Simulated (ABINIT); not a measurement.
The system is PtSe2 (Sudovikovite).

```
Pt Se
1.0
     3.72400    0.00000    0.00000
    -1.86200    3.22508    0.00000
     0.00000    0.00000    5.06200
Pt Se
1 2
Direct
  0.00000 0.00000 0.00000
  0.66667 0.33333 0.75000
  0.33333 0.66667 0.25000
```

- Program: ABINIT 10.8.3 (patched build)
- Task: single point
- Functional: PBE
- Potentials or basis: JTH PAW PBE v2.0
- Cutoff: 435 eV
- k mesh: 8 × 8 × 5
- Occupations: fermi-dirac, width 0.05 eV
- Spin: no spin polarisation

On this cell: pressure 7.9 GPa; largest force 0.694 eV/Å; band gap on the k mesh none (metal or under the smearing width).

The same run follows on a disturbed copy (atoms moved at random, drawn with an rms of 0.05 Å):

```
Pt Se
1.0
     3.72400    0.00000    0.00000
    -1.86200    3.22508    0.00000
     0.00000    0.00000    5.06200
Pt Se
1 2
Direct
  0.01133 0.02263 0.00660
  0.65034 0.33135 0.74000
  0.33238 0.65513 0.24631
```

Question: What does the disturbed cell give?

Answer: The energy (extrapolated to zero smearing) moves by +39.5 meV/atom; pressure 7.8 GPa; largest force 2.111 eV/Å; band gap on the k mesh none (metal or under the smearing width).

Forces in eV/Å, atoms in the order of the input:
```
Pt  -0.325 -1.713 -1.190
Se   0.486  0.531 -0.049
Se  -0.161  1.182  1.239
```

Stress tensor (GPa, compression positive):
```
 7.41  1.07 -1.98
 1.07 10.05  1.86
-1.98  1.86  6.02
```

Caveats: the atomic spheres overlap.
